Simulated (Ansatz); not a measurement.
**Response of AgCl to small distortions**

```yaml
crystal:
  lattice:
    - [0.00000, 2.77315, 2.77315]
    - [2.77315, 0.00000, 2.77315]
    - [2.77315, 2.77315, 0.00000]
  atoms:
    - { symbol: Ag, position: [0.50000, 0.50000, 0.50000] }
    - { symbol: Cl, position: [0.00000, 0.00000, 0.00000] }
```

Atom numbers follow the list: Ag1, Cl2.

Conventional cell: a = 5.546 Å, b = 5.546 Å, c = 5.546 Å, α = 90.00°, β = 90.00°, γ = 90.00°. Ag (atom 1) has 6 Cl at 2.77 Å as nearest neighbours. Cl (atom 2) has 6 Ag at 2.77 Å as nearest neighbours.

The cell is COD entry 9011666, as deposited and not checked against the literature; nothing was relaxed.

The calculation used Ansatz 0.2.0, DFT, PBE, all-electron PAW with datasets made for the crystal, scalar-relativistic.

Numerical set-up: a Γ-centred 9×9×9 k mesh, Fermi–Dirac smearing of 0.01 eV, cutoff 260 eV (chosen by the program for this cell), no spin polarisation.

The unchanged cell is at 1.62 GPa.

Semilocal functionals give too small gaps.

x, y and z are the Cartesian axes of the cell as listed; fractional coordinates follow a strain, and an engineering shear is twice the off-diagonal strain component.

Vzz stands for the principal value of largest size of the field-gradient tensor, whatever its axis.

No spin–orbit coupling: at heavy atoms the gradients can be off by tens of per cent for that reason.

Task: One change gave: energy change under 1 meV/atom; stress change (xx, yy, zz, yz, xz, xy) 0.00, 0.00, 0.00, 0.00, 0.00, 0.05 GPa, compression positive; Vzz in 10²¹ V/m²: Ag1 0 → 0.12 (η = 0.97), Cl2 0 → -0.22 (η = 0.99); gap on the k mesh 0.96 → 0.95 eV. Which change was it?
A. xy engineering shear strain of -1 %
B. equal xy, yz and zx engineering shear strains of +1 %
C. atom 1 (Ag) moved by (0.0000, 0.0000, 0.0500) Å

Result: A. For equal xy, yz and zx engineering shear strains of +1 %: energy change under 1 meV/atom; stress change (xx, yy, zz, yz, xz, xy) 0.00, 0.00, 0.00, -0.05, -0.05, -0.05 GPa, compression positive; Vzz in 10²¹ V/m²: Ag1 0 → -0.23 (η = 0.00), Cl2 0 → 0.45 (η = 0.00); gap on the k mesh 0.96 → 0.95 eV. For atom 1 (Ag) moved by (0.0000, 0.0000, 0.0500) Å: energy change under 1 meV/atom; stress change (xx, yy, zz, yz, xz, xy) 0.00, 0.00, 0.12, 0.00, 0.00, 0.00 GPa, compression positive; change of the force on Ag1 (0.000, 0.000, -0.058) eV/Å; Vzz in 10²¹ V/m²: Ag1 0 → -0.08 (η = 0.00), Cl2 0 → 0.03 (η = 0.00); gap on the k mesh 0.96 → 0.96 eV.

Task: What force constant does this one finite step give for Ag1 along its displacement (all its periodic images move with it)?

Result: k = −ΔF·u/|u|² = 1.16 eV/Å², so the force pulls the atom back.
